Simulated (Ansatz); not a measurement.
# Zn: the cost of one run

Computed with Ansatz 0.2.0 (DFT PBE, scalar-relativistic, plane waves, PAW, unless a step's input says otherwise).

## Step 1: The starting structure

Symmetry: Im-3m, No. 229, cubic system. Conventional cell: a = 3.138 Å, b = 3.138 Å, c = 3.138 Å, α = 90.00°, β = 90.00°, γ = 90.00°. Zn (site symmetry m-3m) has 8 Zn at 2.72 Å as nearest neighbours.

Structure file:

```cif
data_structure
_symmetry_space_group_name_H-M 'Im-3m'
_symmetry_Int_Tables_number 229
_cell_length_a 3.1381
_cell_length_b 3.1381
_cell_length_c 3.1381
_cell_angle_alpha 90.000
_cell_angle_beta 90.000
_cell_angle_gamma 90.000
_cell_volume 30.90
loop_
_atom_site_label
_atom_site_type_symbol
_atom_site_symmetry_multiplicity
_atom_site_Wyckoff_symbol
_atom_site_fract_x
_atom_site_fract_y
_atom_site_fract_z
_atom_site_occupancy
Zn1 Zn 2 a 0.00000 0.00000 0.00000 1
```

It goes back to an entry of the Materials Project, which need not be the stable form.

The cell is taken as given, not relaxed at this level.

## Step 2: Zero of energy

The reference gives a free energy of -3318.9468 eV, pressure -0.22 GPa, largest force 0.000 eV/Å and gap on the mesh none (metal). It was computed beforehand with the settings of the runs below.

## Step 3: The scan: biaxial against axial strain

The cell is strained by p along both x and y and by q along z, with fractional coordinates fixed.

## Step 4: At p = -0.030, q = -0.030

File input.yaml:

```yaml
crystal:
  lattice:
    - [-1.52196589, 1.52196589, 1.52196589]
    - [1.52196589, -1.52196589, 1.52196589]
    - [1.52196589, 1.52196589, -1.52196589]
  atoms:
    - { symbol: Zn, position: [0.0, 0.0, 0.0] }
basis:
  ecutwfc: 420
kpoints:
  mp_grid: { grid: [22, 22, 22] }
hamiltonian:
  xc: pbe
scf:
  occupations: { method: gaussian, width: 0.15 }
output:
  forces: true
  stress: true
  eigenvalues: true
```

Q: Estimate wall time and peak memory on 1 thread of an Arm CPU, shared host.

About 2.9 s, with a peak of 0.32 GiB.
